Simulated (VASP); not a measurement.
Runs of VASP 6.6.1 on TiO2. Symmetry: P4_2/mnm, No. 136, tetragonal system. The conventional cell has a = 4.600 Å, b = 4.600 Å, c = 2.959 Å, α = 90.00°, β = 90.00°, γ = 90.00°. Ti (site symmetry mmm) is surrounded by 6 O at 1.95 to 1.98 Å. Around O (site symmetry m2m) lie 3 Ti at 1.95 to 1.98 Å. The cell is a database's computed one.

```tsv
task	level	cell	cutoff (eV)	smearing	gap on the mesh (eV)	pressure (GPa)	relaxed volume (Å³/atom)	largest force (eV/Å)
single point	PBE	as given	520	gaussian 0.012 eV	1.84	4.9	-	(b)
relaxation of cell and atoms	BLYP+D3(BJ)	relaxed	600	fermi-dirac 0.05 eV	1.79	-0.1	(a)	-
relaxation of cell and atoms	BLYP+D3	relaxed	600	fermi-dirac 0.05 eV	1.78	0.1	10.72	-
relaxation of cell and atoms	BLYP+D4	relaxed	600	fermi-dirac 0.05 eV	1.80	0.0	10.56	-
band structure	LAK	as given	520	fermi-dirac 0.05 eV	2.36	5.9	-	0.04
```

Alike in all rows: potentials or basis VASP PAW PBE potentials, release 64 (Ti_sv, O); no spin polarisation; k mesh 6 × 6 × 9.

Q: Estimate the missing entries.

A: (a) 10.52; (b) 0.02.

Caveats: an odd mesh through Γ misses points on the zone boundary, where band edges often lie (some runs); the PAW data sets were made with another functional, which shifts forces and pressure a little (some runs).
